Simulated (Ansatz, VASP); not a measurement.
## One calculation of MgB2, two programs

INCAR

```
SYSTEM = MgB2
PREC     = Accurate       ! precision mode
ENCUT    = 520            ! plane-wave cutoff, eV
EDIFF    = 1E-6           ! SCF threshold, eV
ISMEAR   = 0              ! smearing method
SIGMA    = 0.1            ! smearing width, eV
LREAL    = .FALSE.        ! projectors in reciprocal space
LASPH    = .TRUE.         ! aspherical terms in the spheres
NELM     = 60             ! most SCF steps
ALGO     = Normal         ! electronic algorithm
ISIF     = 2              ! what is computed and relaxed
LWAVE    = .FALSE.        ! write WAVECAR
LCHARG   = .FALSE.        ! write CHGCAR
GGA      = PS             ! functional
NBANDS   = 11             ! bands
```

The input KPOINTS:

```
Automatic mesh
0
G
  15 15 12
  0 0 0
```

The input POSCAR:

```
MgB2
1.0
    2.9976951856      0.0000000000      0.0000000000
   -1.4988475928      2.5960801835      0.0000000000
    0.0000000000      0.0000000000      3.4761441000
Mg B
1 2
Direct
    0.0000000000      0.0000000000      0.0000000000
    0.3333333333      0.6666666667      0.5000000000
    0.6666666667      0.3333333333      0.5000000000
```

Input for Ansatz:

```yaml
crystal:
  lattice:
    - [2.9976951856, 0.0, 0.0]
    - [-1.4988475928, 2.5960801835, 0.0]
    - [0.0, 0.0, 3.4761441]
  atoms:
    - { symbol: Mg, position: [0.0, 0.0, 0.0] }
    - { symbol: B, position: [0.3333333333, 0.6666666667, 0.5] }
    - { symbol: B, position: [0.6666666667, 0.3333333333, 0.5] }
basis:
  ecutwfc: 420
kpoints:
  mp_grid: { grid: [15, 15, 12] }
hamiltonian:
  xc: pbesol
scf:
  occupations: { method: gaussian, width: 0.1 }
output:
  forces: true
  stress: true
  eigenvalues: true
  populations: true
```

Alike in both runs: task single point; functional PBEsol; k mesh 15 × 15 × 12; occupations gaussian, width 0.1 eV; no spin polarisation.

|  | VASP | Ansatz |
| --- | --- | --- |
| version | VASP 6.6.1 | Ansatz 0.2.0 |
| potentials or method | VASP PAW PBE potentials, release 64 (Mg, B) | scalar-relativistic, plane waves, PAW |
| plane-wave cutoff (eV) | 520 | 420 |
| valence electrons in the cell | 8 | 16 |

VASP gave:

```
gap on the k mesh at the Fermi level (eV)       : none
pressure (GPa)                                  : 9.3
largest component of the traceless stress (GPa) : 5.44
```

**Question.** Which values does Ansatz return?

**Answer.** gap on the k mesh at the Fermi level (eV): none; pressure (GPa): 9.2; largest component of the traceless stress (GPa): 5.24.

A gap of «none» marks a metal or a gap that the smearing closes. The two sets of potentials don't hold the same shells in valence.

Caveats: the PAW data sets were made with another functional, which shifts forces and pressure a little (VASP).
